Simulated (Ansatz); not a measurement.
Input and command of a plane-wave DFT calculation in Ansatz:

```yaml
crystal:
  lattice:
    - [8.0267120191, 0.0, 0.0]
    - [0.0, 5.6757424993, 0.0]
    - [0.0, 0.0, 29.9598497646]
  atoms:
    - { symbol: O, position: [0.4182208905, 0.7793981986, 0.6234484563] }
    - { symbol: C, position: [0.4776526785, 0.7584158894, 0.6657057266] }
    - { symbol: O, position: [0.5307658561, 0.9199559661, 0.6876660557] }
    - { symbol: H, position: [0.4301702313, 0.9472013268, 0.6151935845] }
    - { symbol: H, position: [0.4703379482, 0.5726817084, 0.6766600718] }
basis:
  ecutwfc: 420
kpoints:
  mp_grid: { grid: [2, 3, 1] }
hamiltonian:
  xc: pbe
  dispersion: d3bj
scf:
  occupations: { method: gaussian, width: 0.05 }
output:
  forces: true
  eigenvalues: true
  write_density: true
  volumetric_format: npy
efield:
  axis: 3
  dipole_correction: true
  ramp_width: 0.04
```

```bash
ansatz run input.yaml --threads 4 --pin off --max-ram 10240MiB --backend cpu --events-out ev --progress --plain --runs-dir out
```

Processor: Intel(R) Xeon(R) Processor @ 2.70GHz, 4 threads, on a host shared with other jobs.

Problem. How long does it run, and how much memory does it take?

Solution. About 8.1 s on 4 threads of Intel(R) Xeon(R) Processor @ 2.70GHz, on a shared host, peak memory 1.1 GiB. It solves 14 bands at 4 k points (the mesh reduced by the symmetry that the task leaves, which can be less than the crystal's) with about 26765 plane waves, in 8 SCF iterations.
